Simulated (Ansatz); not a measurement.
## hcp against bcc along the 3d metals

Method: Ansatz 0.2.0, DFT, PBEsol, plane waves (420 eV) with PAW, scalar-relativistic. (PAW data from PBE, frozen cores regenerated.)

Each structure is relaxed within its symmetry, in the lowest magnetic state of the tried starts. Differences under about 8 meV lie within the error of the k-point mesh.

| element | E(hcp) − E(bcc) (meV/atom) | V(hcp) (Å³/atom) | V(bcc) (Å³/atom) | state of hcp | state of bcc |
| --- | --- | --- | --- | --- | --- |
| Sc | -111 | 23.72 | 23.94 | spin not included | spin not included |
| Ti | -104 | 16.73 | 16.60 | non-magnetic | spin not included |
| V | 271 | 13.34 | 12.96 | spin not included | spin not included |
| Cr | 421 | 11.49 | 11.17 | non-magnetic | non-magnetic |
| Mn | -118 | 10.32 | 10.48 | non-magnetic | ferromagnetic |
| Fe | -28 | 9.83 | 10.84 | spin not included | ferromagnetic |
| Co | -114 | 10.34 | 10.58 | ferromagnetic | ferromagnetic |
| Ni | -80 | 10.41 | 10.46 | ferromagnetic | ferromagnetic |
| Cu | -29 | 11.33 | 11.35 | spin not included | spin not included |
| Zn | -94 | 14.15 | 14.30 | spin not included | spin not included |
